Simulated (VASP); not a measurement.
# V (P6_3/mmc) in VASP: notebook, part 2 of 2

VASP 6.6.1. Earlier steps stand in the parts before.

**5. Single point, PBEsol**

This run uses another cell than the first one: it holds 12 atoms, not 4.

Input file INCAR:

```
SYSTEM = V
PREC = Accurate
ENCUT = 520
EDIFF = 1E-6
ISMEAR = 0
SIGMA = 0.1
LREAL = .False.
LASPH = .True.
NELM = 100
ALGO = Fast
ISIF = 2
LWAVE = .False.
LCHARG = .False.
GGA = PS
NBANDS = 90
```

Input file KPOINTS:

```
regular mesh
0
Gamma
  6 6 6
  0 0 0
```

Input file POSCAR:

```
V
1.0
    2.5006345723      1.4437420435      8.4719064287
   -2.5006345723      1.4437420435      8.4719064287
    0.0000000000     -2.8874840869      8.4719064287
V
12
Direct
    0.0491134085      0.5432846325      0.0491134085
    0.0491134085      0.0491134085      0.5432846325
    0.5432846325      0.0491134085      0.0491134085
    0.9508865915      0.4567153675      0.9508865915
    0.4567153675      0.9508865915      0.9508865915
    0.9508865915      0.9508865915      0.4567153675
    0.2110626794      0.7001607611      0.2110626794
    0.2110626794      0.2110626794      0.7001607611
    0.7001607611      0.2110626794      0.2110626794
    0.7889373206      0.2998392389      0.7889373206
    0.2998392389      0.7889373206      0.7889373206
    0.7889373206      0.7889373206      0.2998392389
```

Potentials or basis: VASP PAW PBE potentials, release 64 (V_sv).

Started as:

```bash
$ cat potpaw_PBE.64/V_sv/POTCAR > POTCAR
$ mpirun -np 1 vasp_std > vasp.out
```

OUTCAR:

```text
SYSTEM = V
   PREC = Accurate
   ENCUT = 520
   EDIFF = 1E-6
   ISMEAR = 0
   LREAL = .False.
   LASPH = .True.
   NELM = 100
   ISIF = 2
   GGA = PS

 ion  position               nearest neighbor table
   1  0.049  0.543  0.049-   4 2.40   3 2.47   2 2.47  12 2.48  11 2.48   3 2.53   2 2.53
   2  0.049  0.049  0.543-   6 2.40   3 2.47   1 2.47  10 2.48  11 2.48   1 2.53   3 2.53
   3  0.543  0.049  0.049-   5 2.40   1 2.47   2 2.47  12 2.48  10 2.48   1 2.53   2 2.53
   4  0.951  0.457  0.951-   1 2.40   5 2.47   6 2.47   8 2.48   9 2.48   5 2.53   6 2.53
   5  0.457  0.951  0.951-   3 2.40   4 2.47   6 2.47   8 2.48   7 2.48   4 2.53   6 2.53
   6  0.951  0.951  0.457-   2 2.40   4 2.47   5 2.47   7 2.48   9 2.48   4 2.53   5 2.53
   7  0.211  0.700  0.211-   9 2.45   8 2.45   6 2.48   5 2.48  11 2.54  12 2.54   9 2.56   8 2.56
[... 7 lines left out ...]
  11  0.300  0.789  0.789-  10 2.45  12 2.45   2 2.48   1 2.48   7 2.54   8 2.54  10 2.56  12 2.56

  12  0.789  0.789  0.300-  10 2.45  11 2.45   1 2.48   3 2.48   7 2.54   9 2.54  11 2.56  10 2.56

  LATTYP: Found a trigonal (rhomboedric) cell.
 ALAT       =     8.9504616020
 COS(alpha) =     0.8438868127

  Lattice vectors:

 A1 = (   2.5006345723,   1.4437420435,   8.4719064287)
 A2 = (  -2.5006345723,   1.4437420435,   8.4719064287)
 A3 = (   0.0000000000,  -2.8874840869,   8.4719064287)

Analysis of symmetry for initial positions (statically):
=====================================================================
 Subroutine PRICEL returns:
 Original cell was already a primitive cell.

 Routine SETGRP: Setting up the symmetry group for a
 trigonal (rhombohedral) supercell.

 Subroutine GETGRP returns: Found 12 space group operations
 (whereof 12 operations were pure point group operations)
 out of a pool of 12 trial point group operations.

The static configuration has the point symmetry D_3d.

Analysis of symmetry for dynamics (positions and initial velocities):
=====================================================================
 Subroutine PRICEL returns:
 Original cell was already a primitive cell.

 Routine SETGRP: Setting up the symmetry group for a
 trigonal (rhombohedral) supercell.

 Subroutine GETGRP returns: Found 12 space group operations
 (whereof 12 operations were pure point group operations)
 out of a pool of 12 trial point group operations.

The dynamic configuration has the point symmetry D_3d.

 Subroutine INISYM returns: Found 12 space group operations
 (whereof 12 operations are pure point group operations),
 and found     1 'primitive' translations

----------------------------------------------------------------------------------------

                                     Primitive cell

  volume of cell :     183.5153

  direct lattice vectors                    reciprocal lattice vectors
     2.500634572  1.443742043  8.471906429     0.199949247  0.115440752  0.039345729
    -2.500634572  1.443742043  8.471906429    -0.199949247  0.115440752  0.039345729
     0.000000000 -2.887484087  8.471906429     0.000000000 -0.230881503  0.039345729

  length of vectors
     8.950461602  8.950461602  8.950461602     0.234210066  0.234210066  0.234210066

  position of ions in fractional coordinates (direct lattice)
     0.049113408  0.543284632  0.049113408
     0.049113408  0.049113408  0.543284632
     0.543284632  0.049113408  0.049113408
     0.950886592  0.456715368  0.950886592
[... 83 lines left out ...]
   NGX,Y,Z   is equivalent  to a cutoff of  13.00, 13.00, 13.00 a.u.
   NGXF,Y,Z  is equivalent  to a cutoff of  26.00, 26.00, 26.00 a.u.
 SYSTEM =  V
   PREC   = accura    normal or accurate (medium, high low for compatibility)
   ISTART =      0    job   : 0-new  1-cont  2-samecut
   ICHARG =      2    charge: 1-file 2-atom 10-const
   ISPIN  =      1    spin polarized calculation?
   LNONCOLLINEAR =      F non collinear calculations
   LSORBIT =      F    spin-orbit coupling
   LASPH  =      T    aspherical Exc in radial PAW
   ENCUT  =  520.0 eV  38.22 Ry    6.18 a.u.  16.64 16.64 16.64*2*pi/ulx,y,z
   NELM   =    100;   NELMIN=  2; NELMDL= -5     # of ELM steps
   EDIFF  = 0.1E-05   stopping-criterion for ELM
   LREAL  =      F    real-space projection
   EDIFFG = 0.1E-04   stopping-criterion for IOM
   NSW    =      0    number of steps for IOM
   IBRION =     -1    ionic relax: 0-MD 1-quasi-New 2-CG
   NFREE  =      0    steps in history (QN), initial steepest desc. (CG)
   ISIF   =      2    stress and relaxation
   ISYM   =      2    0-nonsym 1-usesym 2-fastsym
   POTIM  = 0.5000    time-step for ionic-motion
   TEBEG  =    0.0;   TEEND  =   0.0 temperature during run
   PSTRESS=    0.0 pullay stress
   NELECT =     156.0000    total number of electrons
   NUPDOWN=      -1.0000    fix difference up-down
   EMIN   =  10.00;   EMAX   =-10.00  energy-range for DOS
   EFERMI =   0.00;   METHOD = LEGACY
   ISMEAR =     0;   SIGMA  =   0.10  broadening in eV -4-tet -1-fermi 0-gaus
   EFERMI_NEDOS =   21; number of points for ismear=-14 and -15
   IALGO  =     68    algorithm
   IMIX   =      4    mixing-type and parameters
     AMIX     =   0.40;   BMIX     =  1.00
     AMIX_MAG =   1.60;   BMIX_MAG =  1.00
  volume/ion in A,a.u.               =      15.29       103.20
  Fermi-wavevector in a.u.,A,eV,Ry     =   1.550811  2.930608 32.722224  2.405016
  Thomas-Fermi vector in A             =   2.655421
   LORBIT       =      0    0 simple, 1 ext, 2 COOP (PROOUT), +10 PAW based schemes
   GGA     = PS    functional components
   LHFCALC =     F    Hartree Fock is set to
   AEXX    =    0.0000 exact exchange contribution
   IVDW    =     0    specifies the selected vdW correction
   LEPSILON=     F    determine dielectric tensor
   LRPA    =     F    only Hartree local field effects (RPA)
 non-spin polarized calculation
 RMM-DIIS sequential band-by-band and
 Gauss-broadening in eV      SIGMA  =   0.10
  energy-cutoff  :      520.00
  volume of cell :      183.52
 maximum number of plane-waves:      4965
 NGX is ok and might be reduce to    70

 number of electron     156.0000009 magnetization

 Free energy of the ion-electron system (eV)
  ---------------------------------------------------
  ext. energy  EPLUGINS =         0.00000000
  ---------------------------------------------------
  free energy    TOTEN  =      -104.28180800 eV

  energy without entropy =     -104.21064455  energy(sigma->0) =     -104.24622628

 E-fermi :   8.1189     XC(G=0): -12.1491

 val. band max:        8.1131261508   @ k =   0.3333   0.3333   0.1667
 cond. band min:       8.1241063486   @ k =   0.5000   0.3333  -0.0000
 fundamental gap:      0.0109801978
 Fermi energy:         8.1189452011

 k-point     1 :       0.0000    0.0000    0.0000
  band No.  band energies     occupation
      1     -55.5530      2.00000
      2     -55.4483      2.00000
      3     -55.4022      2.00000
      4     -55.3135      2.00000
      5     -55.3135      2.00000
      6     -55.2931      2.00000
[... 2221 lines left out ...]
     89       9.2496      0.00000
     90       9.3423      0.00000

 [... further k-points ...]

------------------------ aborting loop because EDIFF is reached ----------------------------------------

  FORCE on cell =-STRESS in cart. coord.  units (eV):
  Direction    XX          YY          ZZ          XY          YZ          ZX
  --------------------------------------------------------------------------------------
  -------------------------------------------------------------------------------------
  Total        0.2470596      0.2470596      0.3647884      0.0000000      0.0000000      0.0000000
  in kB        2.1569497      2.1569497      3.1847791      0.0000000      0.0000000      0.0000000
  external PRESSURE =       2.4995595 kB  Pullay stress =       0.0000000 kB

 VOLUME and BASIS-vectors are now :
 -----------------------------------------------------------------------------
  energy-cutoff  :      520.00
  volume of cell :      183.52
      direct lattice vectors                 reciprocal lattice vectors
     2.500634572  1.443742043  8.471906429     0.199949247  0.115440752  0.039345729
    -2.500634572  1.443742043  8.471906429    -0.199949247  0.115440752  0.039345729
     0.000000000 -2.887484087  8.471906429     0.000000000 -0.230881503  0.039345729

 POSITION                                       TOTAL-FORCE (eV/Angst)
 -----------------------------------------------------------------------------------
     -1.23574      0.71346      5.43482         0.007430     -0.004290      0.002615
      0.00000     -1.42691      5.43482        -0.000000      0.008579      0.002615
      1.23574      0.71346      5.43482        -0.007430     -0.004290      0.002615
      1.23574     -0.71346     19.98089        -0.007430      0.004290     -0.002615
     -1.23574     -0.71346     19.98089         0.007430      0.004290     -0.002615
      0.00000      1.42691     19.98089        -0.000000     -0.008579     -0.002615
     -1.22306      0.70613      9.50790         0.011128     -0.006425     -0.007879
      0.00000     -1.41226      9.50790        -0.000000      0.012849     -0.007879
      1.22306      0.70613      9.50790        -0.011128     -0.006425     -0.007879
      1.22306     -0.70613     15.90782        -0.011128      0.006425      0.007879
     -1.22306     -0.70613     15.90782         0.011128      0.006425      0.007879
      0.00000      1.41226     15.90782        -0.000000     -0.012849      0.007879
 -----------------------------------------------------------------------------------
    total drift:                                0.000000      0.000000     -0.000000

  FREE ENERGIE OF THE ION-ELECTRON SYSTEM (eV)
  ---------------------------------------------------
  free  energy   TOTEN  =      -104.2818080036 eV

  energy  without entropy=     -104.2106445477  energy(sigma->0) =     -104.24622628
```

Run time: 38 min. Hardware: 1 thread of Intel Xeon Platinum 8488C (Sapphire Rapids), shared host; peak memory 0.87 GiB.

Results:

```
Free energy            : -104.2818 eV
Pressure               : 0.2 GPa
Largest force          : 0.015 eV/Å
Band gap on the k mesh : none (metal or under the smearing width)
```

Forces in eV/Å, atoms in the order of the input:
```
V    0.007 -0.004  0.003
V    0.000  0.009  0.003
V   -0.007 -0.004  0.003
V   -0.007  0.004 -0.003
V    0.007  0.004 -0.003
V    0.000 -0.009 -0.003
V    0.011 -0.006 -0.008
V    0.000  0.013 -0.008
V   -0.011 -0.006 -0.008
V   -0.011  0.006  0.008
V    0.011  0.006  0.008
V    0.000 -0.013  0.008
```

Stress tensor (GPa, compression positive):
```
0.22 0.00 0.00
0.00 0.22 0.00
0.00 0.00 0.32
```

Caveat: the PAW data sets were made with another functional, which shifts forces and pressure a little.

**6. Summary**

```tsv
spin	cell	k mesh	mesh quality	gap on the mesh (eV)	pressure (GPa)	largest force (eV/Å)
collinear, typed start	P6_3/mmc, 14.84 Å³/atom	9 × 9 × 2	not flagged	none	-16.4	-
off	P6_3/mmc, 13.33 Å³/atom	21 × 21 × 6	not flagged	none	0.2	-
off	R-3m, 15.24 Å³/atom	3 × 3 × 3	coarse	none	0.5	0.03
off	R-3m, 15.29 Å³/atom	6 × 6 × 6	not flagged	none	0.2	0.02
```

Alike in all rows: task single point; level PBEsol; potentials or basis VASP PAW PBE potentials, release 64 (V_sv); cutoff (eV) 520; smearing gaussian 0.1 eV.

Caveats: some runs use coarse meshes; the PAW data sets were made with another functional, which shifts forces and pressure a little (some runs); so large a pressure means that the cell lies far from this level's equilibrium, or that cutoff or potentials fall short (some runs); the potentials were made for another functional, which shifts forces and pressure (some runs).

Total energies depend on the potentials used, so only differences within one code and one set of settings carry meaning.
